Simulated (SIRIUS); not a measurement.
# Pb (Im-3m) in SIRIUS: convergence with smearing width

Aim: find how far smearing width must go before the results for Pb settle, at PBE. This setting moves, with any that are tied to it; all else stays.

Program: SIRIUS 7.10.0. These are calculated values, not measurements. Logs are shortened: lines on timing, memory, paths and dates and some standing lists are left out, and cuts for length are marked. The log counts tension as positive stress, the text compression.

## (1) The structure

The structure is cubic, space group Im-3m (No. 229). The conventional cell has a = 3.959 Å, b = 3.959 Å, c = 3.959 Å, α = 90.00°, β = 90.00°, γ = 90.00°. Pb (site symmetry m-3m) is surrounded by 8 Pb at 3.43 Å.

This isn't the form of Pb at room conditions, which is fcc.

## (2) With smearing width 0.4 eV

sirius.json

```json
{
  "control": {
    "processing_unit": "cpu",
    "verbosity": 2,
    "num_bands_to_print": 14,
    "print_forces": true,
    "print_stress": true
  },
  "parameters": {
    "electronic_structure_method": "pseudopotential",
    "xc_functionals": ["XC_GGA_X_PBE", "XC_GGA_C_PBE"],
    "gk_cutoff": 7.8,
    "pw_cutoff": 15.6,
    "ngridk": [9, 9, 9],
    "shiftk": [0, 0, 0],
    "smearing": "cold",
    "smearing_width": 0.0146997289,
    "num_bands": 14,
    "num_mag_dims": 0,
    "num_dft_iter": 100,
    "energy_tol": 1e-08,
    "density_tol": 1e-06
  },
  "iterative_solver": {
    "type": "davidson",
    "min_tolerance": 1e-10
  },
  "mixer": {
    "type": "anderson",
    "beta": 0.7,
    "max_history": 8
  },
  "settings": {
    "tol_ne": 1e-10
  },
  "unit_cell": {
    "lattice_vectors": [
      [-3.741014401058, 3.741014401058, 3.741014401058],
      [3.741014401058, -3.741014401058, 3.741014401058],
      [3.741014401058, 3.741014401058, -3.741014401058]
    ],
    "atom_coordinate_units": "lattice",
    "atom_types": ["Pb"],
    "atom_files": {
      "Pb": "Pb.json"
    },
    "atoms": {
      "Pb": [
        [0.0, 0.0, 0.0]
      ]
    }
  }
}
```

Potentials or basis: SG15 1.2 PBE (norm-conserving).

On the command line:

```sh
upf_to_json Pb_ONCV_PBE-1.2.upf
OMP_NUM_THREADS=1 sirius.scf --input=sirius.json --output=out.json --task=0
```

Run time: 26 s. Hardware: 1 thread of Arm Neoverse V1, shared host; peak memory 0.18 GiB.

Results:

```yaml
Free_energy: -1535.9727 eV
Pressure: 1.0 GPa
Band_gap_on_the_k_mesh: none (metal or under the smearing width)
```

## (3) With smearing width 0.3 eV

Changes to sirius.json since step 2:

```diff
@@ -16,3 +16,3 @@
     "smearing": "cold",
-    "smearing_width": 0.0146997289,
+    "smearing_width": 0.0110247967,
     "num_bands": 14,
```

Potentials or basis: SG15 1.2 PBE (norm-conserving).

On the command line:

```sh
upf_to_json Pb_ONCV_PBE-1.2.upf
OMP_NUM_THREADS=1 sirius.scf --input=sirius.json --output=out.json --task=0
```

Run time: 26 s. Hardware: 1 thread of Arm Neoverse V1, shared host; peak memory 0.18 GiB.

It converged, with:

| Property | Result |
| --- | --- |
| Free energy | -1535.9701 eV |
| Pressure | 1.0 GPa |
| Band gap on the k mesh | none (metal or under the smearing width) |

## (4) With smearing width 0.2 eV

Changes to sirius.json since step 3:

```diff
@@ -16,3 +16,3 @@
     "smearing": "cold",
-    "smearing_width": 0.0110247967,
+    "smearing_width": 0.0073498644,
     "num_bands": 14,
@@ -37,6 +37,7 @@
     "lattice_vectors": [
-      [-3.741014401058, 3.741014401058, 3.741014401058],
-      [3.741014401058, -3.741014401058, 3.741014401058],
-      [3.741014401058, 3.741014401058, -3.741014401058]
+      [-0.57735026919, 0.57735026919, 0.57735026919],
+      [0.57735026919, -0.57735026919, 0.57735026919],
+      [0.57735026919, 0.57735026919, -0.57735026919]
     ],
+    "lattice_vectors_scale": 6.4796270145,
     "atom_coordinate_units": "lattice",
```

On the command line:

```sh
upf_to_json Pb_ONCV_PBE-1.2.upf
OMP_NUM_THREADS=1 sirius.scf --input=sirius.json --output=out.json --task=0
```

Run time: 27 s. Hardware: 1 thread of Arm Neoverse V1, shared host; peak memory 0.18 GiB.

It converged, with:

| Property | Result |
| --- | --- |
| Free energy | -1535.9681 eV |
| Pressure | 0.8 GPa |
| Band gap on the k mesh | none (metal or under the smearing width) |

## (5) With smearing width 0.136 eV

Changes to sirius.json since step 4:

```diff
@@ -16,3 +16,3 @@
     "smearing": "cold",
-    "smearing_width": 0.0073498644,
+    "smearing_width": 0.0049979078,
     "num_bands": 14,
@@ -37,7 +37,6 @@
     "lattice_vectors": [
-      [-0.57735026919, 0.57735026919, 0.57735026919],
-      [0.57735026919, -0.57735026919, 0.57735026919],
-      [0.57735026919, 0.57735026919, -0.57735026919]
+      [-3.741014401058, 3.741014401058, 3.741014401058],
+      [3.741014401058, -3.741014401058, 3.741014401058],
+      [3.741014401058, 3.741014401058, -3.741014401058]
     ],
-    "lattice_vectors_scale": 6.4796270145,
     "atom_coordinate_units": "lattice",
```

On the command line:

```sh
upf_to_json Pb_ONCV_PBE-1.2.upf
OMP_NUM_THREADS=1 sirius.scf --input=sirius.json --output=out.json --task=0
```

Wall time 27 s (1 thread of Arm Neoverse V1, shared host); peak memory 0.18 GiB.

The run converged. Its results:

```yaml
Free_energy: -1535.9677 eV
Pressure: 0.7 GPa
Band_gap_on_the_k_mesh: none (metal or under the smearing width)
```

## (6) With smearing width 0.1 eV

Changes to sirius.json since step 5:

```diff
@@ -16,3 +16,3 @@
     "smearing": "cold",
-    "smearing_width": 0.0049979078,
+    "smearing_width": 0.0036749322,
     "num_bands": 14,
```

Potentials or basis: SG15 1.2 PBE (norm-conserving).

On the command line:

```sh
upf_to_json Pb_ONCV_PBE-1.2.upf
OMP_NUM_THREADS=1 sirius.scf --input=sirius.json --output=out.json --task=0
```

Wall time 27 s (1 thread of Arm Neoverse V1, shared host); peak memory 0.18 GiB.

It converged, with:

- Free energy: -1535.9680 eV
- Pressure: 0.7 GPa
- Band gap on the k mesh: none (metal or under the smearing width)

## (7) With smearing width 0.05 eV

Changes to sirius.json since step 6:

```diff
@@ -16,3 +16,3 @@
     "smearing": "cold",
-    "smearing_width": 0.0036749322,
+    "smearing_width": 0.0018374661,
     "num_bands": 14,
```

On the command line:

```sh
upf_to_json Pb_ONCV_PBE-1.2.upf
OMP_NUM_THREADS=1 sirius.scf --input=sirius.json --output=out.json --task=0
```

It took 26 s on 1 thread of Arm Neoverse V1, shared host; peak memory 0.18 GiB.

It converged, with:

```yaml
Free_energy: -1535.9689 eV
Pressure: 0.7 GPa
Band_gap_on_the_k_mesh: none (metal or under the smearing width)
```

## (8) With smearing width 0.025 eV

Changes to sirius.json since step 7:

```diff
@@ -16,3 +16,3 @@
     "smearing": "cold",
-    "smearing_width": 0.0018374661,
+    "smearing_width": 0.0009187331,
     "num_bands": 14,
@@ -37,6 +37,7 @@
     "lattice_vectors": [
-      [-3.741014401058, 3.741014401058, 3.741014401058],
-      [3.741014401058, -3.741014401058, 3.741014401058],
-      [3.741014401058, 3.741014401058, -3.741014401058]
+      [-0.57735026919, 0.57735026919, 0.57735026919],
+      [0.57735026919, -0.57735026919, 0.57735026919],
+      [0.57735026919, 0.57735026919, -0.57735026919]
     ],
+    "lattice_vectors_scale": 6.4796270145,
     "atom_coordinate_units": "lattice",
```

On the command line:

```sh
upf_to_json Pb_ONCV_PBE-1.2.upf
OMP_NUM_THREADS=1 sirius.scf --input=sirius.json --output=out.json --task=0
```

Run time: 27 s. Hardware: 1 thread of Arm Neoverse V1, shared host; peak memory 0.18 GiB.

Results (log left out):

* Free energy: -1535.9689 eV
* Pressure: 0.7 GPa
* Band gap on the k mesh: none (metal or under the smearing width)

## (9) With smearing width 0.01 eV

Changes to sirius.json since step 8:

```diff
@@ -16,3 +16,3 @@
     "smearing": "cold",
-    "smearing_width": 0.0009187331,
+    "smearing_width": 0.0003674932,
     "num_bands": 14,
@@ -37,7 +37,6 @@
     "lattice_vectors": [
-      [-0.57735026919, 0.57735026919, 0.57735026919],
-      [0.57735026919, -0.57735026919, 0.57735026919],
-      [0.57735026919, 0.57735026919, -0.57735026919]
+      [-3.741014401058, 3.741014401058, 3.741014401058],
+      [3.741014401058, -3.741014401058, 3.741014401058],
+      [3.741014401058, 3.741014401058, -3.741014401058]
     ],
-    "lattice_vectors_scale": 6.4796270145,
     "atom_coordinate_units": "lattice",
```

Potentials or basis: SG15 1.2 PBE (norm-conserving).

On the command line:

```sh
upf_to_json Pb_ONCV_PBE-1.2.upf
OMP_NUM_THREADS=1 sirius.scf --input=sirius.json --output=out.json --task=0
```

Output:

```text
[info] SIRIUS version : 7.10.0
[info] number of MPI ranks           : 1
[info] MPI grid                      : 1 1
[info] maximum number of OMP threads : 1
[fft] FFT context for density and potential
[fft] =====================================
[fft]   comm size                             : 1
[fft]   plane wave cutoff                     : 15.6
[fft]   grid size                             : 36 36 36   total : 46656
[fft]   grid limits                           : -17 18   -17 18   -17 18
[fft]   number of G-vectors within the cutoff : 6726
[fft]   local number of G-vectors             : 6726
[fft]   number of G-shells                    : 372
[fft] FFT context for coarse grid
[fft] =====================================
[fft]   comm size                             : 1
[fft]   plane wave cutoff                     : 15.6
[fft]   grid size                             : 36 36 36   total : 46656
[fft]   grid limits                           : -17 18   -17 18   -17 18
[fft]   number of G-vectors within the cutoff : 6726
[fft]   local number of G-vectors             : 6726
[fft]   number of G-shells                    : 372
[unit cell] lattice vectors
[unit cell]   a1 :      -3.7410144011      3.7410144011      3.7410144011
[unit cell]   a2 :       3.7410144011     -3.7410144011      3.7410144011
[unit cell]   a3 :       3.7410144011      3.7410144011     -3.7410144011
[unit cell] reciprocal lattice vectors
[unit cell]   b1 :      -0.0000000000      0.8397702646      0.8397702646
[unit cell]   b2 :       0.8397702646     -0.0000000000      0.8397702646
[unit cell]   b3 :       0.8397702646      0.8397702646     -0.0000000000
[unit cell] unit cell volume :       209.42481062 [a.u.^3]
[unit cell] 1/sqrt(omega)    :         0.06910125
[unit cell] MT volume        :         0.00000000 ( 0.00%)
[unit cell] IT volume        :       209.42481062 (100.00%)
[unit cell] number of atom types : 1
[unit cell] type id : 0 symbol : Pb mt_radius :   6.010000 num_atoms : 1
[unit cell] total number of atoms : 1
[unit cell] number of symmetry classes : 1
[unit cell] number of PAW atoms : 0
[unit cell] atom id  type id  class id             position                      vector_field
[unit cell] ------------------------------------------------------------------------------------------
[unit cell]      0        0        0      0.00000   0.00000   0.00000      0.00000   0.00000   0.00000
[unit cell] atom id         position (Cartesian, a.u.)
[unit cell] ---------------------------------------------
[unit cell]      0       0.000000    0.000000    0.000000
[unit cell] class id : 0 atom id : 0
[unit cell] minimum bond length:     6.479627
[unit cell] total number of pseudo wave-functions: 0
[sym] space group number   : 229
[sym] international symbol : Im-3m
[... 342 lines left out ...]
[find_efermi_generic] Newton iteration converged after 7 steps
[find] Charges and magnetic moments
[find] --------------------------------------------------------------------------------
[find] total charge          : 14.000000
[find] Energy
[find] --------------------------------------------------------------------------------
[find] valence_eval_sum               :      -0.83766607
[find] <rho|V^{XC}>                   :      -9.11128897
[find] <rho|E^{XC}>                   :      -7.01090033
[find] <mag|B^{XC}>                   :       0.00000000
[find] <rho|V^{H}>                    :      20.08333259
[find] one-electron contribution      :     -11.80970969 (Ha),     -23.61941937 (Ry)
[find] hartree contribution           :      10.04166629
[find] xc contribution                :      -7.01090033
[find] ewald contribution             :     -47.66686784
[find] PAW contribution               :       0.00000000
[find] smearing (-TS)                 :      -0.00000117
[find] SCF correction                 :      -0.00000003
[find] Total energy                   :     -56.44581158 (Ha),    -112.89162317 (Ry)
[find] Free energy (E-TS)             :     -56.44581276 (Ha),    -112.89162551 (Ry)
[find] band gap (eV)                  :       0.00000000
[find] Efermi                         :       0.44504790
[find] iteration : 16, RMS : 3.817323942681e-09, energy difference : -3.765876499529e-13
[find] Hartree energy of density residual : 5.970407482060e-15
[find] bands are converged : true
[find] iterative solver converged : true
[find] converged after 17 SCF iterations!
[find] Charges and magnetic moments
[find] --------------------------------------------------------------------------------
[find] total charge          : 14.000000
[find] Energy
[find] --------------------------------------------------------------------------------
[find] valence_eval_sum               :      -0.83766607
[find] <rho|V^{XC}>                   :      -9.11128897
[find] <rho|E^{XC}>                   :      -7.01090033
[find] <mag|B^{XC}>                   :       0.00000000
[find] <rho|V^{H}>                    :      20.08333259
[find] one-electron contribution      :     -11.80970969 (Ha),     -23.61941937 (Ry)
[find] hartree contribution           :      10.04166629
[find] xc contribution                :      -7.01090033
[find] ewald contribution             :     -47.66686784
[find] PAW contribution               :       0.00000000
[find] smearing (-TS)                 :      -0.00000117
[find] SCF correction                 :      -0.00000003
[find] Total energy                   :     -56.44581158 (Ha),    -112.89162317 (Ry)
[find] Free energy (E-TS)             :     -56.44581276 (Ha),    -112.89162551 (Ry)
[find] band gap (eV)                  :       0.00000000
[find] Efermi                         :       0.44504790
[ground_state] === stress tensor components [kbar] ===
[ground_state] === stress_kin ===
[ground_state] -25831.381942   -0.000000    0.000000
[ground_state]    -0.000000-25831.381942    0.000000
[ground_state]     0.000000    0.000000-25831.381942
[ground_state] === stress_har ===
[ground_state] -4702.339751   -0.000000    0.000000
[ground_state]    -0.000000-4702.339751    0.000000
[ground_state]     0.000000    0.000000-4702.339751
[ground_state] === stress_ewald ===
[ground_state] 22321.575011    0.000000   -0.000000
[ground_state]     0.00000022321.575011   -0.000000
[ground_state]    -0.000000   -0.00000022321.575011
[ground_state] === stress_vloc ===
[ground_state] -13610.233947   -0.000000    0.000000
[ground_state]    -0.000000-13610.233947    0.000000
[ground_state]     0.000000    0.000000-13610.233947
[ground_state] === stress_xc ===
[ground_state]  3089.269433    0.000000   -0.000000
[ground_state]     0.000000 3089.269433   -0.000000
[ground_state]    -0.000000   -0.000000 3089.269433
[ground_state] === stress_nonloc ===
[ground_state] 18726.089895    0.000000   -0.000000
[ground_state]     0.00000018726.089895   -0.000000
[ground_state]    -0.000000   -0.00000018726.089895
[ground_state] === stress_us_nl ===
[ground_state] 18726.089895    0.000000   -0.000000
[ground_state]     0.00000018726.089895   -0.000000
[ground_state]    -0.000000   -0.00000018726.089895
[ground_state] === stress_total ===
[ground_state]    -7.021301   -0.000000    0.000000
[ground_state]    -0.000000   -7.021301    0.000000
[ground_state]     0.000000    0.000000   -7.021301
[ground_state] ==== total Forces in Ha/bohr =====
[ground_state] atom:    0, force:       0.0000000      0.0000000      0.0000000
[ground_state] ==== ultrasoft contribution from Qij =====
[ground_state] atom:    0, force:       0.0000000      0.0000000      0.0000000
[ground_state] ==== non-local contribution from Beta-projector =====
[ground_state] atom:    0, force:       0.0000000      0.0000000      0.0000000
[ground_state] ==== contribution from local potential =====
[ground_state] atom:    0, force:       0.0000000      0.0000000      0.0000000
[ground_state] ==== contribution from core density =====
[ground_state] atom:    0, force:       0.0000000      0.0000000      0.0000000
[ground_state] ==== Ewald forces from ions =====
[ground_state] atom:    0, force:       0.0000000      0.0000000      0.0000000
[~DFT_ground_state] local op. applied: 19443
[~DFT_ground_state] evp. work count: 5921.31
[~DFT_ground_state] number of iterative solver steps: 1721
```

Wall time 27 s (1 thread of Arm Neoverse V1, shared host); peak memory 0.18 GiB.

What came out:

- Free energy: -1535.9688 eV
- Pressure: 0.7 GPa
- Band gap on the k mesh: none (metal or under the smearing width)

## (10) Summary

```csv
smearing width,energy less the tightest run (meV/atom),pressure (GPa),SCF cycles,CPU time (s),peak memory (GiB)
0.4 eV,-3.94,1.05,16,26,0.18
0.3 eV,-1.34,0.96,16,26,0.18
0.2 eV,0.67,0.85,17,27,0.18
0.136 eV,1.10,0.75,17,27,0.18
0.1 eV,0.80,0.69,17,27,0.18
0.05 eV,-0.13,0.70,16,26,0.18
0.025 eV,-0.05,0.70,17,27,0.18
0.01 eV,0.00,0.70,17,27,0.18
```

Against the tightest run, the energy stays within 1 meV/atom from 0.1 eV on; the pressure stays within 0.1 GPa from 0.136 eV on. Narrower smearing needs a denser k mesh, so at a fixed mesh the narrowest width isn't the most accurate. The tightest run that finished is the yardstick and may itself not be fully converged.
